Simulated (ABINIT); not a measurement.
Crystal: P.

```
P
1.0
     1.72573    0.99635    3.12968
    -1.72573    0.99635    3.12968
     0.00000   -1.99270    3.12968
P
2
Direct
  0.77292 0.77292 0.77292
  0.22708 0.22708 0.22708
```

This isn't the form of P at room conditions, which is orthorhombic.

```yaml
Program: ABINIT 10.8.3 (patched build)
Task: relaxation of cell and atoms
Functional: PBEsol
Potentials_or_basis: PseudoDojo NC SR PBEsol v0.4.1 standard
Cutoff: 599 eV
k_mesh: 7 × 7 × 7
Occupations: fermi-dirac, width 0.05 eV
Spin: no spin polarisation
```

At the start: pressure -2.0 GPa; volume 16.14 Å³/atom.

How do energy, volume and symmetry change on relaxing?

Over 11 steps the energy falls by 13.0 meV/atom and the volume is 15.23 Å³/atom (-5.6 %); space group R-3m (No. 166, to 0.05 Å).

The path:
```tsv
step	energy change (eV)	largest force (eV/Å)	pressure (GPa)	volume (Å³)
1	0.0000	0.2331	-1.97	32.29
2	-0.0039	0.2364	-1.66	32.09
3	-0.0202	0.1436	2.04	30.21
4	-0.0227	0.1248	1.03	30.57
5	-0.0246	0.0672	0.23	30.76
6	-0.0257	0.0146	-0.11	30.75
7	-0.0259	0.0027	-0.08	30.65
8	-0.0260	0.0020	-0.02	30.56
9	-0.0261	0.0017	0.01	30.49
10	-0.0261	0.0002	0.01	30.46
11	-0.0261	0.0001	0.00	30.46
```

Final structure:
```
CELL_PARAMETERS angstrom
1.71972 0.99288 2.97355
-1.71972 0.99288 2.97355
0.00000 -1.98576 2.97355
ATOMIC_POSITIONS crystal
P 0.76789 0.76789 0.76789
P 0.23211 0.23211 0.23211
```
